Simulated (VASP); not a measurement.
# Te2Pt (Moncheite) (P-3m1) in VASP: a series of runs, part 2 of 2

VASP 6.6.1. Earlier steps stand in the parts before.

### Step 4. Band structure, LDA

Contents of INCAR:

```
PREC     = Accurate       # precision mode
ENCUT    = 520            # plane-wave cutoff, eV
EDIFF    = 1E-7           # SCF threshold, eV
ISMEAR   = 1              # smearing method
SIGMA    = 0.1            # smearing width, eV
LREAL    = False          # projectors in reciprocal space
LASPH    = True           # aspherical terms in the spheres
NELM     = 80             # most SCF steps
ALGO     = Normal         # electronic algorithm
ISIF     = 2              # what is computed and relaxed
LWAVE    = False          # write WAVECAR
LCHARG   = False          # write CHGCAR
LMAXMIX  = 4              # l up to which the mixer works
GGA      = CA             # functional
```

Contents of KPOINTS:

```
regular mesh
0
Gamma
  12 12 7
```

Contents of POSCAR:

```
Te2Pt                                   
1.0
    4.0505954246     -0.0000000000      0.0000000000
   -2.0252977122      3.5079185382     -0.0000000000
    0.0000000000      0.0000000000      5.0784466179
  Te              Pt            
     2     1
Direct
     0.3333333332999970    0.6666666667000030    0.2677311677659605
     0.6666666667000030    0.3333333332999970    0.7322688322340395
     0.0000000000000000    0.0000000000000000    1.0000000000000000
```

KPOINTS_OPT is that of step 3.

Potentials or basis: VASP PAW LDA potentials, release 64 (Te, Pt).

Command:

```bash
> cat potpaw_LDA.64/Te/POTCAR potpaw_LDA.64/Pt/POTCAR > POTCAR
> mpirun -np 1 vasp_std > vasp.out
```

OUTCAR:

```text
PREC = Accurate
   ENCUT = 520
   EDIFF = 1E-7
   ISMEAR = 1
   LREAL = False
   LASPH = True
   NELM = 80
   ISIF = 2
   GGA = CA

 ion  position               nearest neighbor table
   1  0.333  0.667  0.268-   3 2.71   3 2.71   3 2.71   2 3.32   2 3.32   2 3.32   2 3.59   2 3.59
                             2 3.59
   2  0.667  0.333  0.732-   3 2.71   3 2.71   3 2.71   1 3.32   1 3.32   1 3.32   1 3.59   1 3.59
                             1 3.59
   3  0.000  0.000  0.000-   1 2.71   2 2.71   1 2.71   2 2.71   2 2.71   1 2.71

  LATTYP: Found a hexagonal cell.
 ALAT       =     4.0505954246
 C/A-ratio  =     1.2537531117

  Lattice vectors:

 A1 = (   4.0505954246,   0.0000000000,   0.0000000000)
 A2 = (  -2.0252977122,   3.5079185382,   0.0000000000)
 A3 = (   0.0000000000,   0.0000000000,   5.0784466179)

Analysis of symmetry for initial positions (statically):
=====================================================================
 Subroutine PRICEL returns:
 Original cell was already a primitive cell.

 Routine SETGRP: Setting up the symmetry group for a
 hexagonal supercell.

 Subroutine GETGRP returns: Found 12 space group operations
 (whereof 12 operations were pure point group operations)
 out of a pool of 24 trial point group operations.

The static configuration has the point symmetry D_3d.

Analysis of symmetry for dynamics (positions and initial velocities):
=====================================================================
 Subroutine PRICEL returns:
 Original cell was already a primitive cell.

 Routine SETGRP: Setting up the symmetry group for a
 hexagonal supercell.

 Subroutine GETGRP returns: Found 12 space group operations
 (whereof 12 operations were pure point group operations)
 out of a pool of 24 trial point group operations.

The dynamic configuration has the point symmetry D_3d.

 Subroutine INISYM returns: Found 12 space group operations
 (whereof 12 operations are pure point group operations),
[... 128 lines left out ...]
   LRPA    =     F    only Hartree local field effects (RPA)
 non-spin polarized calculation
 Methfessel and Paxton  Order N= 1 SIGMA  =   0.10
  energy-cutoff  :      520.00
  volume of cell :       72.16
 maximum number of plane-waves:      1967
   NGX = 15   NGY = 15   NGZ = 19

 number of electron      21.9999996 magnetization

 Free energy of the ion-electron system (eV)
  ---------------------------------------------------
  ext. energy  EPLUGINS =         0.00000000
  ---------------------------------------------------
  free energy    TOTEN  =       -16.37514502 eV

  energy without entropy =      -16.37592236  energy(sigma->0) =      -16.37540413

 E-fermi :   8.7544     XC(G=0): -10.8399

 val. band max:        8.6910364880   @ k =   0.0000   0.3333   0.2857
 cond. band min:       8.7550189753   @ k =   0.0000   0.3333   0.1429
 fundamental gap:      0.0639824872
 Fermi energy:         8.7544109457

 k-point     1 :       0.0000    0.0000    0.0000
  band No.  band energies     occupation
      1      -5.3706      2.00000
      2      -1.7457      2.00000
      3       2.0107      2.00000
      4       3.0916      2.00000
      5       3.0916      2.00000
      6       5.0739      2.00000
      7       5.0739      2.00000
      8       6.1277      2.00000
      9       8.2774      2.00000
     10       8.2774      2.00000
     11       9.5141     -0.00000
     12       9.5141     -0.00000
     13      10.3619     -0.00000
     14      11.3136      0.00000
[... 401 lines left out ...]
      2      -2.1910      2.00000
      3       2.3979      2.00000
      4       3.2013      2.00000
      5       3.6518      2.00000
      6       4.5565      2.00000
      7       4.9813      2.00000
      8       5.6818      2.00000
      9       6.8916      2.00000
     10       7.8596      2.00000
     11       9.1769     -0.00000
     12       9.5035     -0.00000
     13      10.0392     -0.00000
     14      12.5107      0.00000
     15      13.1059      0.00000

 [... further k-points ...]

------------------------ aborting loop because EDIFF is reached ----------------------------------------

  FORCE on cell =-STRESS in cart. coord.  units (eV):
  Direction    XX          YY          ZZ          XY          YZ          ZX
  --------------------------------------------------------------------------------------
  -------------------------------------------------------------------------------------
  Total       -1.1856450     -1.1856450     -0.8307395     -0.0000000     -0.0000000      0.0000000
  in kB      -26.3248545    -26.3248545    -18.4448938     -0.0000000     -0.0000000      0.0000000
  external PRESSURE =     -23.6982010 kB  Pullay stress =       0.0000000 kB

 VOLUME and BASIS-vectors are now :
 -----------------------------------------------------------------------------
  energy-cutoff  :      520.00
  volume of cell :       72.16
      direct lattice vectors                 reciprocal lattice vectors
     4.050595425  0.000000000  0.000000000     0.246877285  0.142534667  0.000000000
    -2.025297712  3.507918538  0.000000000     0.000000000  0.285069334  0.000000000
     0.000000000  0.000000000  5.078446618     0.000000000  0.000000000  0.196910606

 POSITION                                       TOTAL-FORCE (eV/Angst)
 -----------------------------------------------------------------------------------
     -0.00000      2.33861      1.35966        -0.000000      0.000000     -0.301348
      2.02530      1.16931      3.71879         0.000000      0.000000      0.301348
      0.00000      0.00000      0.00000        -0.000000      0.000000      0.000000
 -----------------------------------------------------------------------------------
    total drift:                                0.000000     -0.000000      0.000000

  FREE ENERGIE OF THE ION-ELECTRON SYSTEM (eV)
  ---------------------------------------------------
  free  energy   TOTEN  =       -16.3751450156 eV

  energy  without entropy=      -16.3759223610  energy(sigma->0) =      -16.37540413
```

OSZICAR:

```text
N       E                     dE             d eps       ncg     rms          rms(c)
DAV:   1     0.109132741339E+03    0.10913E+03   -0.94872E+03  3376   0.125E+03
DAV:   2    -0.121514021327E+02   -0.12128E+03   -0.11859E+03  4329   0.219E+02
DAV:   3    -0.167583665610E+02   -0.46070E+01   -0.45323E+01  4151   0.456E+01
[... 36 lines left out ...]
DAV:   1     0.499357933284E+05   -0.17307E+05     1044
DAV:   2     0.460045387509E+05   -0.39313E+04     1307
DAV:   3     0.458687436587E+05   -0.13580E+03     1272
DAV:   4     0.458668885504E+05   -0.18551E+01     1352
DAV:   5     0.458668571078E+05   -0.31443E-01     1258
DAV:   6     0.458668558567E+05   -0.12511E-02     1392
DAV:   7     0.458668558049E+05   -0.51804E-04     1265
DAV:   8     0.458668558025E+05   -0.24122E-05     1121
DAV:   9     0.458668558024E+05   -0.10990E-06     1049
DAV:  10     0.458668558024E+05   -0.87675E-08      818
```

stdout:

```text
POSCAR found type information on POSCAR TePt
 POSCAR found :  2 types and       3 ions
 scaLAPACK will be used
 LDA part: xc-table for (Slater(with rela. corr.)+CA(PZ))
 , standard interpolation
 POSCAR, INCAR and KPOINTS ok, starting setup
 FFT: planning ... GRIDC
 FFT: planning ... GRID_SOFT
 FFT: planning ... GRID
 WAVECAR not read
 entering main loop
 Start KPOINTS_OPT (optional k-point list driver)
k-point batch [1-112\258]
k-point batch [113-224\258]
k-point batch [225-258\258]
```

Wall time 1.9 min (1 thread of AMD EPYC 9R45 (Zen 5), shared host); peak memory 0.29 GiB.

What came out:

- Free energy: -16.3751 eV
- Pressure: -2.4 GPa
- Largest force: 0.301 eV/Å
- Band gap along the path: none (metal or under the smearing width)

Forces on the atoms (eV/Å):
```
Te   0.000  0.000 -0.301
Te   0.000  0.000  0.301
Pt   0.000  0.000  0.000
```

Levels at the corners of the path, in eV from the Fermi level:
| point | band 7 | band 8 | band 9 | band 10 | band 11 | band 12 | band 13 | band 14 | band 15 |
| --- | --- | --- | --- | --- | --- | --- | --- | --- | --- |
| Γ | -3.68 | -2.63 | -0.48 | -0.48 | 0.76 | 0.76 | 1.61 | 2.56 | 4.12 |
| M | -3.56 | -3.38 | -3.33 | -3.22 | -2.87 | 0.07 | 2.67 | 3.97 | 5.43 |
| M | -3.56 | -3.38 | -3.33 | -3.22 | -2.87 | 0.07 | 2.67 | 3.97 | 5.43 |
| K | -4.24 | -3.56 | -1.83 | -1.75 | -1.75 | -0.19 | -0.19 | 2.53 | 6.43 |
| K | -4.24 | -3.56 | -1.83 | -1.75 | -1.75 | -0.19 | -0.19 | 2.53 | 6.43 |
| Γ | -3.68 | -2.63 | -0.48 | -0.48 | 0.76 | 0.76 | 1.61 | 2.56 | 4.12 |
| Γ | -3.68 | -2.63 | -0.48 | -0.48 | 0.76 | 0.76 | 1.61 | 2.56 | 4.12 |
| A | -3.72 | -2.28 | -1.37 | -1.35 | -1.35 | 2.24 | 2.24 | 4.20 | 4.95 |
| A | -3.72 | -2.28 | -1.37 | -1.35 | -1.35 | 2.24 | 2.24 | 4.20 | 4.95 |
| L | -3.40 | -3.33 | -3.17 | -2.23 | -0.66 | 0.20 | 1.34 | 4.39 | 4.52 |
| L | -3.40 | -3.33 | -3.17 | -2.23 | -0.66 | 0.20 | 1.34 | 4.39 | 4.52 |
| H | -3.96 | -3.96 | -3.40 | -2.66 | -2.66 | 2.70 | 2.70 | 5.85 | 6.76 |
| H | -3.96 | -3.96 | -3.40 | -2.66 | -2.66 | 2.70 | 2.70 | 5.85 | 6.79 |
| A | -3.72 | -2.28 | -1.37 | -1.35 | -1.35 | 2.24 | 2.24 | 4.20 | 4.95 |
| L | -3.40 | -3.33 | -3.17 | -2.23 | -0.66 | 0.20 | 1.34 | 4.39 | 4.52 |
| M | -3.56 | -3.38 | -3.33 | -3.22 | -2.87 | 0.07 | 2.67 | 3.97 | 5.43 |
| K | -4.24 | -3.56 | -1.83 | -1.75 | -1.75 | -0.19 | -0.19 | 2.53 | 6.43 |
| H | -3.96 | -3.96 | -3.40 | -2.66 | -2.66 | 2.70 | 2.70 | 5.85 | 6.76 |

Caveat: spin-orbit coupling is left out, which moves the levels of the heavy elements.

### Step 5. Band structure, r2SCAN

INCAR, as its differences from that of step 4:

```diff
@@ -13,2 +13,3 @@
 LMAXMIX  = 4              # l up to which the mixer works
-GGA      = CA             # functional
+METAGGA  = R2SCAN         # meta-GGA
+LMIXTAU  = True
```

KPOINTS is that of step 4.

POSCAR is that of step 4.

KPOINTS_OPT is that of step 4.

Potentials or basis: VASP PAW PBE potentials, release 64 (Te, Pt).

Command:

```bash
> cat potpaw_PBE.64/Te/POTCAR potpaw_PBE.64/Pt/POTCAR > POTCAR
> mpirun -np 1 vasp_std > vasp.out
```

It took 8.3 min on 1 thread of AMD EPYC 9R45 (Zen 5), shared host; peak memory 0.3 GiB.

The run converged. Its results:

```
Free energy             : -103.5946 eV
Pressure                : 2.2 GPa
Largest force           : 0.189 eV/Å
Band gap along the path : none (metal or under the smearing width)
```

Forces in eV/Å, atoms in the order of the input:
```
Te   0.000  0.000 -0.189
Te   0.000  0.000  0.189
Pt   0.000  0.000  0.000
```

Stress tensor (GPa, compression positive):
```
1.82 0.00 0.00
0.00 1.82 0.00
0.00 0.00 2.97
```

Levels at the corners of the path, in eV from the Fermi level:
```tsv
point	band 7	band 8	band 9	band 10	band 11	band 12	band 13	band 14	band 15
Γ	-3.94	-2.86	-0.57	-0.57	0.76	0.76	1.69	2.95	4.68
M	-3.80	-3.65	-3.59	-3.36	-3.00	0.13	2.80	4.26	5.89
M	-3.80	-3.65	-3.59	-3.36	-3.00	0.13	2.80	4.26	5.89
K	-4.51	-3.83	-1.98	-1.91	-1.91	-0.09	-0.09	2.68	6.86
K	-4.51	-3.83	-1.98	-1.91	-1.91	-0.09	-0.09	2.68	6.86
Γ	-3.94	-2.86	-0.57	-0.57	0.76	0.76	1.69	2.95	4.68
Γ	-3.94	-2.86	-0.57	-0.57	0.76	0.76	1.69	2.95	4.68
A	-3.99	-2.35	-1.51	-1.51	-1.34	2.35	2.35	4.59	5.17
A	-3.99	-2.35	-1.51	-1.51	-1.34	2.35	2.35	4.59	5.17
L	-3.67	-3.59	-3.41	-2.41	-0.68	0.20	1.50	4.82	4.84
L	-3.67	-3.59	-3.41	-2.41	-0.68	0.20	1.50	4.82	4.84
H	-4.14	-4.14	-3.67	-2.90	-2.90	2.84	2.84	6.22	7.23
H	-4.14	-4.14	-3.67	-2.90	-2.90	2.84	2.84	6.22	7.26
A	-3.99	-2.35	-1.51	-1.51	-1.34	2.35	2.35	4.59	5.17
L	-3.67	-3.59	-3.41	-2.41	-0.68	0.20	1.50	4.82	4.84
M	-3.80	-3.65	-3.59	-3.36	-3.00	0.13	2.80	4.26	5.89
K	-4.51	-3.83	-1.98	-1.91	-1.91	-0.09	-0.09	2.68	6.86
H	-4.14	-4.14	-3.67	-2.90	-2.90	2.84	2.84	6.22	7.23
```

Caveat: the PAW data sets were made with another functional, which shifts forces and pressure a little; spin-orbit coupling is left out, which moves the levels of the heavy elements.

### Step 6. Summary

| task | level | potentials or basis | cell | k mesh | cutoff (eV) | smearing | by perturbation theory | pressure (GPa) | largest force (eV/Å) |
| --- | --- | --- | --- | --- | --- | --- | --- | --- | --- |
| phonons | PBE+D3(BJ) | VASP PAW PBE potentials, release 64 (Te, Pt) | relaxed | 18 × 18 × 11 | 600 | methfessel-paxton 0.2 eV | no | - | - |
| band structure | PBE | VASP PAW PBE potentials, release 64 (Te, Pt) | as given | 12 × 12 × 7 | 520 | methfessel-paxton 0.1 eV | - | 3.8 | 0.02 |
| band structure | LDA | VASP PAW LDA potentials, release 64 (Te, Pt) | as given | 12 × 12 × 7 | 520 | methfessel-paxton 0.1 eV | - | -2.4 | 0.30 |
| band structure | r2SCAN | VASP PAW PBE potentials, release 64 (Te, Pt) | as given | 12 × 12 × 7 | 520 | methfessel-paxton 0.1 eV | - | 2.2 | 0.19 |

Alike in all rows: no spin polarisation.

Caveats: spin-orbit coupling is left out, which moves the levels of the heavy elements (some runs); the PAW data sets were made with another functional, which shifts forces and pressure a little (some runs).

Total energies depend on the potentials used, so only differences within one code and one set of settings carry meaning.
